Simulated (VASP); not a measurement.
Output of a VASP run:

**OSZICAR**
```
       N       E                     dE             d eps       ncg     rms          rms(c)
DAV:   1     0.555005528910E+03    0.55501E+03   -0.31329E+04  5580   0.175E+03
DAV:   2    -0.189552283905E+02   -0.57396E+03   -0.55840E+03  6409   0.495E+02
DAV:   3    -0.529058929787E+02   -0.33951E+02   -0.33552E+02  6362   0.122E+02
DAV:   4    -0.535174098183E+02   -0.61152E+00   -0.60806E+00  6592   0.160E+01
DAV:   5    -0.535295705953E+02   -0.12161E-01   -0.12151E-01  6525   0.207E+00    0.473E+01
DAV:   6    -0.467989551445E+02    0.67306E+01   -0.65173E+01  5688   0.594E+01    0.183E+01
DAV:   7    -0.448594774386E+02    0.19395E+01   -0.16357E+01  5786   0.377E+01    0.162E+01
DAV:   8    -0.446048375053E+02    0.25464E+00   -0.18464E+00  6336   0.119E+01    0.119E+00
DAV:   9    -0.445952060053E+02    0.96315E-02   -0.72919E-02  6564   0.210E+00    0.604E-01
DAV:  10    -0.445907119408E+02    0.44941E-02   -0.11446E-02  6344   0.940E-01    0.307E-01
DAV:  11    -0.445902726498E+02    0.43929E-03   -0.22716E-03  6573   0.335E-01    0.109E-01
DAV:  12    -0.445902940770E+02   -0.21427E-04   -0.30860E-04  6220   0.159E-01    0.321E-02
DAV:  13    -0.445902969486E+02   -0.28716E-05   -0.39674E-05  7080   0.512E-02    0.912E-03
DAV:  14    -0.445902960757E+02    0.87295E-06   -0.48154E-06  6549   0.173E-02    0.428E-03
DAV:  15    -0.445902965344E+02   -0.45867E-06   -0.27454E-07  5270   0.349E-03    0.697E-04
DAV:  16    -0.445902965326E+02    0.17599E-08   -0.29290E-08  3406   0.109E-03
   1 F= -.44590297E+02 E0= -.44590297E+02  d E =0.000000E+00
```

### OUTCAR
```
------------------------ aborting loop because EDIFF is reached ----------------------------------------
  FORCE on cell =-STRESS in cart. coord.  units (eV):
  Direction    XX          YY          ZZ          XY          YZ          ZX
  --------------------------------------------------------------------------------------
  Total       -0.0406672     -0.0406672     -0.0386753     -0.0000000      0.0000000      0.0000000
  in kB       -1.0197768     -1.0197768     -0.9698263     -0.0000000      0.0000000      0.0000000
  external PRESSURE =      -1.0031266 kB  Pullay stress =       0.0000000 kB
  volume of cell :       63.89
      direct lattice vectors                 reciprocal lattice vectors
     4.522318597  0.000000000  0.000000000     0.221125509  0.000000000  0.000000000
     0.000000000  4.522318597  0.000000000     0.000000000  0.221125509  0.000000000
     0.000000000  0.000000000  3.124121025     0.000000000  0.000000000  0.320090032
 POSITION                                       TOTAL-FORCE (eV/Angst)
 -----------------------------------------------------------------------------------
      0.00000      0.00000      0.00000         0.000000      0.000000      0.000000
      2.26116      2.26116      1.56206         0.000000      0.000000      0.000000
      1.38281      1.38281      0.00000        -0.013374     -0.013374      0.000000
      3.64397      0.87835      1.56206        -0.013374      0.013374      0.000000
      0.87835      3.64397      1.56206         0.013374     -0.013374      0.000000
      3.13951      3.13951      0.00000         0.013374      0.013374      0.000000
 -----------------------------------------------------------------------------------
    total drift:                               -0.000000      0.000000     -0.000000
  FREE ENERGIE OF THE ION-ELECTRON SYSTEM (eV)
  ---------------------------------------------------
  free  energy   TOTEN  =       -44.5902965326 eV

  energy  without entropy=      -44.5902965326  energy(sigma->0) =      -44.59029653

 total charge

# of ion       s       p       d       tot
------------------------------------------
    1        0.344   6.348   5.780  12.472
    2        0.344   6.348   5.780  12.472
    3        1.566   3.426   0.000   4.992
    4        1.566   3.426   0.000   4.992
    5        1.566   3.426   0.000   4.992
    6        1.566   3.426   0.000   4.992
--------------------------------------------------
tot          6.953  26.401  11.560  44.914

 Electric field gradients after diagonalization (V/A^2)
 (convention: |V_zz| > |V_xx| > |V_yy|)
----------------------------------------------------------------------
 ion       V_xx      V_yy      V_zz     asymmetry (V_yy - V_xx)/ V_zz
----------------------------------------------------------------------
   1      75.446    30.046  -105.492       0.430
   2      75.446    30.046  -105.492       0.430
   3      21.527     1.172   -22.699       0.897
   4      21.527     1.172   -22.699       0.897
   5      21.527     1.172   -22.699       0.897
   6      21.527     1.172   -22.699       0.897
```
(Selected blocks of OUTCAR.)

**POSCAR**
```
RuO2
1
    4.5223185966     0.0000000000     0.0000000000
   -0.0000000000     4.5223185966     0.0000000000
    0.0000000000     0.0000000000     3.1241210253
Ru O
2 4
Direct
  0.0000000000   0.0000000000   1.0000000000
  0.5000000000   0.5000000000   0.5000000000
  0.3057749991   0.3057749991   0.0000000000
  0.8057749991   0.1942250009   0.5000000000
  0.1942250009   0.8057749991   0.5000000000
  0.6942250009   0.6942250009   1.0000000000
```

Reconstruct the remaining input files.

This is not unique; one that fits is the input of the run itself, PBE GGA, plane waves, VASP's PBE PAW potentials (set 64).

**INCAR**
```
SYSTEM=RuO2
PREC=Accurate; ENCUT=520; LREAL=.FALSE.
LASPH=.TRUE.
EDIFF=1E-7; NELM=100; ALGO=Normal
LMAXMIX=4
ISMEAR=-5
GGA=PE
ISIF=2
LWAVE=.FALSE.; LCHARG=.TRUE.; LORBIT=11
NEDOS=601
LEFG=.TRUE.
```

**KPOINTS**
```
K-points
0
Gamma
 8 8 11
0 0 0
```

POTCAR, in this order: Ru_pv O (PBE.64 set). Program: vasp_std.

For a metal the tetrahedron method with Blöchl corrections gives inexact stress and forces.

The compound is RuO2 in the rutile structure. It was relaxed first.
